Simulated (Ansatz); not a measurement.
Runs of Ansatz 0.2.0 on AlNi3. Symmetry: Pm-3m, No. 221, cubic system. The conventional cell has a = 3.523 Å, b = 3.523 Å, c = 3.523 Å, α = 90.00°, β = 90.00°, γ = 90.00°. Ni (site symmetry 4/mmm) is surrounded by 8 Ni at 2.49 Å and 4 Al at 2.49 Å. Around Al (site symmetry m-3m) lie 12 Ni at 2.49 Å. The cell is a database's computed one.

| task | level | cell | cutoff (eV) | points for each segment of the path | gap on the mesh (eV) | pressure (GPa) | moment (μB) | relaxed volume (Å³/atom) |
| --- | --- | --- | --- | --- | --- | --- | --- | --- |
| band structure | revPBE | as given | 420 | 14 | none | (c) | 0.72 | - |
| band structure | BLYP | as given | 420 | 14 | none | 14.6 | (a) | - |
| band structure | r2SCAN | as given | 500 | 14 | none | 0.5 | 0.87 | - |
| relaxation of cell and atoms | BLYP | relaxed | 420 | - | none | 0.0 | 0.70 | (b) |
| relaxation of cell and atoms | revPBE | relaxed | 420 | - | - | 0.0 | 0.75 | 11.57 |

Alike in all rows: potentials or basis Ansatz PAW; spin collinear, ferromagnetic start; k mesh 8 × 8 × 8; smearing fermi-dirac 0.05 eV.

Problem. Estimate the missing entries.

Solution. (a) 0.64; (b) 11.80; (c) 11.0.

Caveats: the PAW data sets come from PBE, with cores solved anew for the run's functional, which leaves a small shift of forces and pressure; the plane-wave basis is chosen anew once the cell has moved, so the energies of steps on either side of that aren't comparable (some runs); the magnetic or orbital state may not be the lowest (some runs).

A gap of «none» marks a metal or a gap under the smearing width.

Runs at the PBE level aren't shown here.
